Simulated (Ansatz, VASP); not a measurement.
## AgCl in VASP and in Ansatz

```
Ag Cl
1.0
     0.00000    2.76388    2.76388
     2.76388    0.00000    2.76388
     2.76388    2.76388    0.00000
Ag Cl
1 1
Direct
  0.50000 0.50000 0.50000
  0.00000 0.00000 0.00000
```

Change from the starting cell: volume scaled by 0.99, crystal datasets.

Alike in both runs: task electric field gradients; functional PBEsol; k mesh 9 × 9 × 9; occupations fermi-dirac, width 0.01 eV; no spin polarisation.

|  | VASP | Ansatz |
| --- | --- | --- |
| version | VASP 6.6.1 | Ansatz 0.2.0 |
| potentials or method | VASP PAW PBE potentials, release 64 (Ag, Cl), cutoff 520 eV | all-electron PAW with datasets made for the crystal, scalar-relativistic |

```csv
,VASP,Ansatz,Ansatz less VASP
gap on the k mesh at the Fermi level (eV),0.78,0.78,+0.005
pressure (GPa),-2.3,-2.2,+0.11
Vzz of the field gradient on the site that differs most (V/Å²),0.0,0.0,0.00
```

Ansatz ran all-electron here, so the differences hold the error of VASP's frozen core and of both bases. Ansatz warned: «gradients_without_spin_orbit».

Caveats: the PAW data sets were made with another functional, which shifts forces and pressure a little (VASP); an odd mesh through Γ misses points on the zone boundary, where band edges often lie.
